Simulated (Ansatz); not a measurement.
# Al (Fm-3m) in Ansatz: settings compared, part 2 of 2

Ansatz 0.2.0. The steps go on from the part before.

### 12 Band structure, PBE

File input.yaml:

```yaml
crystal:
  lattice:
    - [0.0, 2.024805, 2.024805]
    - [2.024805, 0.0, 2.024805]
    - [2.024805, 2.024805, 0.0]
  atoms:
    - { symbol: Al, position: [0.0, 0.0, 0.0] }
hamiltonian:
  xc: pbe
  pseudopotentials: { kind: nc, source: spms }
kpoints:
  mp_grid: { grid: [11, 11, 11] }
  band_path:
    path:
      - [[0.0, 0.0, 0.0], [0.5, 0.0, 0.5], [0.5, 0.25, 0.75], [0.375, 0.375, 0.75], [0.0, 0.0, 0.0], [0.5, 0.5, 0.5], [0.625, 0.25, 0.625], [0.5, 0.25, 0.75], [0.5, 0.5, 0.5], [0.375, 0.375, 0.75]]
      - [[0.625, 0.25, 0.625], [0.5, 0.0, 0.5]]
    npoints: 14
scf:
  occupations: { method: fermi_dirac, width: 0.05 }
  n_extra_bands: 6
output:
  forces: true
  stress: true
  eigenvalues: true
  fatbands: false
  write_density: true
  write_potential: true
  elf: true
  volumetric_format: npy
```

Potentials or basis: SPMS NC.

On the command line:

```sh
> ansatz run input.yaml --threads 2 --pin off --max-ram 5120MiB --backend cpu --events-out ev --progress --plain --runs-dir out
```

What it wrote:

```text
Warning: RAYON_NUM_THREADS=2 ignored (pool sized by the plan → 2); use --threads N
scf.n_extra_bands = 6 over 2 filled bands (N_el = 3.0): the run solves 8 bands
Engine: ansatz 0.2.0, aarch64-unknown-linux-gnu
Pseudopotentials: kind: nc
Pseudopotential: Al, nc, valence charge 3, recommended cutoff 380.959407443832 eV (normal), Al.nc.azcp
Functional definition: PBE
  parameter kappa = 0.804
  parameter beta = 0.06672455060314922
  exchange = pbe_x(kappa = kappa, mu = beta*pi^2/3)
  correlation = pbe_c(beta = beta)
Crystal: 1 atoms, lattice volume = 16.603 Å³
Basis set: ecut = 380.959407443832 eV, 283 PW (Γ), exchange–correlation on 40×40×40 points (8 copies of the dense FFT grid, shifted against one another)
Bands: 8, of which v1, the nominal top of the filled ones, is band 2 counted from 1 (1 counted from 0)
Symmetry: 48 space group operations
Space group: Fm-3m (ITA 225), of the structure as read, at distance tolerance 2.6e-5 Å
k-points: 56 of 1331
Non-local potential: Al, projectors of the file, l = 0: 2, l = 1: 2, l = 2: 2
Initial density: superposition of atomic densities (chi_scale 0.1, normalization cell)
Initial wavefunctions: pseudopotential atomic-orbital guess
Functional: x = pbe(κ = 0.804, μ = 0.2195149727645171), c = pbe(β = 0.06672455060314922)
SCF iter   1: F=—  HF=-63.281435 eV  |F-HF|=—  |Δ(HF+E_count)|=         —  Δρ=2.16e-2  dr2=7.72e-2  ethr=3.10e-3  ⟨swp⟩=4.7  Hψ=3279  notcnv=0
preconditioner: auto → none  [metal: Δε(μ)=0.044 eV  Ē_g=16.491 eV  σ=0.050 eV  W_gap=0.22  n_scr=0 (ndim 8)  ℏωp=15.8 eV  f_vac=0.000  D(μ)=0.54/eV (n_scr^D=0)]
SCF iter   2: F=—  HF=-63.264752 eV  |F-HF|=—  |Δ(HF+E_count)|=   1.67e-2  Δρ=1.04e-2  dr2=1.78e-2  ethr=2.57e-3  ⟨swp⟩=1.0  Hψ=896  notcnv=0  defer=4
SCF iter   3: F=—  HF=-63.259758 eV  |F-HF|=—  |Δ(HF+E_count)|=   4.99e-3  Δρ=2.45e-4  dr2=1.13e-5  ethr=5.94e-4  ⟨swp⟩=2.0  Hψ=614  notcnv=0  defer=89
SCF iter   4: F=—  HF=-63.259758 eV  |F-HF|=—  |Δ(HF+E_count)|=   8.64e-8  Δρ=3.02e-5  dr2=1.21e-7  ethr=3.78e-7  ⟨swp⟩=2.1  Hψ=435  notcnv=0  defer=92
SCF iter   5: F=-63.259758 eV  HF=-63.259758 eV  |F-HF|=3.24e-10  |Δ(HF+E_count)|=  3.46e-10  Δρ=3.05e-6  dr2=9.98e-10  ethr=3.33e-9  ⟨swp⟩=9.0  Hψ=1920  notcnv=0
SCF 1 converged in 5 iterations: F = -63.259758 eV  dr2 = 9.98e-10
NSCF: frozen V_eff on 142 k-points
SCF converged after 5 iterations
Free energy (F): -63.259758 eV
Harris-Foulkes:  -63.259758 eV  (|F-HF|=3.24e-10)
Internal energy: -63.255750 eV  (E = F + TS)
E sigma→0 (E₀):  -63.257754 eV
Entropy (-TS):   -0.004008 eV (-4.008 meV/atom)
Fermi energy:    7.883044 eV
--- Per-component energies (eV) ---
  E_band       = 10.372893
  E_kinetic    = 23.281263
  E_local      = 9.527561  (includes V_loc(G=0)·N_el)
  E_nonlocal   = 6.820915
  E_hartree    = 0.103732
  E_xc         = -29.626170
  E_vxc        = -29.464312  (∫ρ·V_xc dr)
  E_ewald      = -73.363052
  E_smearing   = -0.004008  (= −TS)
  E_closure    = -0.000000  (closes the sum)
  Σ components = -63.259758   (vs F -63.259758, Δ=0.00e0)
--- Forces (eV/Å), atoms counted from 1 ---
  atom   1  Al     0.00000000     0.00000000     0.00000000
  max |Σ_I F_I| component: 1.64e-32 eV/Å
--- Stress (GPa, compression-positive) ---
       -0.682656      -0.000000      -0.000000
       -0.000000      -0.682656       0.000000
       -0.000000       0.000000      -0.682656
  P = ⅓ Tr σ = -0.6827 GPa (-6.827 kbar)
--- Band table (eV; the first three rows and the last of 56) ---
  k-point 0: bands = ["-3.2269", "20.4688", "20.4688", "20.4688", "21.9018", "21.9018", "21.9018", "24.3830"]
  k-point 1: bands = ["-3.0034", "17.5440", "19.8186", "19.8186", "22.5992", "22.8885", "22.8885", "26.1246"]
  k-point 2: bands = ["-2.3347", "13.8983", "19.0829", "19.0829", "22.3751", "23.7103", "23.7103", "25.2527"]
  k-point 55: bands = ["6.4837", "6.7384", "8.1451", "10.0246", "21.7691", "24.5891", "24.8562", "26.7291"]
```

It took 0.57 s on 2 threads of Arm Neoverse V1, shared host; peak memory 0.22 GiB.

Results:

```
Free energy            : -63.2598 eV
Pressure               : -0.7 GPa
Band gap on the k mesh : none (metal or under the smearing width)
```

Levels at the corners of the path, in eV from the Fermi level:
```
point  band 1  band 2  band 3  band 4  band 5  band 6
    Γ  -11.11   12.59   12.59   12.59   14.02   14.02
    X   -2.93   -1.61    5.25    5.56    5.56    9.00
    W   -0.85   -0.85    0.17    1.07   15.78   15.78
    K   -1.89   -1.36   -0.42    6.53    8.17   15.62
    Γ  -11.11   12.59   12.59   12.59   14.02   14.02
    L   -4.59   -4.38   11.34   11.34   11.43   11.43
    U   -1.89   -1.36   -0.42    6.53    8.17   15.62
    W   -0.85   -0.85    0.17    1.07   15.78   15.78
    L   -4.59   -4.38   11.34   11.34   11.43   11.43
    K   -1.89   -1.36   -0.42    6.53    8.17   15.62
    U   -1.89   -1.36   -0.42    6.53    8.17   15.62
    X   -2.93   -1.61    5.25    5.56    5.56    9.00
```

### 13 Summary

```tsv
task	level	potentials or basis	cutoff (eV)	points for each segment of the path	gap on the mesh (eV)	pressure (GPa)
band structure	exchange-only PBE	Ansatz PAW	420	14	none	9.1
band structure	PBE	Ansatz PAW polarizable	420	14	none	-0.4
equation of state	PBE	SSSP precision PAW	408	-	-	-
band structure	PBE	SPMS NC	381	14	none	-0.7
```

Alike in all rows: no spin polarisation; cell as given; k mesh 11 × 11 × 11; smearing fermi-dirac 0.05 eV.

Caveats: the PAW data sets come from PBE, with cores solved anew for the run's functional, which leaves a small shift of forces and pressure (some runs).

Absolute energies hang on the potentials; compare differences alone.

### 14 How close it comes

Step 11. Measured bulk modulus of Al: 76.9 GPa (quoted in “The interpretation of polycrystalline coherent inelastic neutron scattering from aluminium”, 2013, pmc:3831299). This calculation gives 79 GPa (+3.2 %). The fit is for a static lattice scaled at fixed shape and fixed fractional positions. The cell as given is a measured one (16.60 Å³/atom); PBE puts the equilibrium volume -0.6 % from it, thermal expansion not counted.
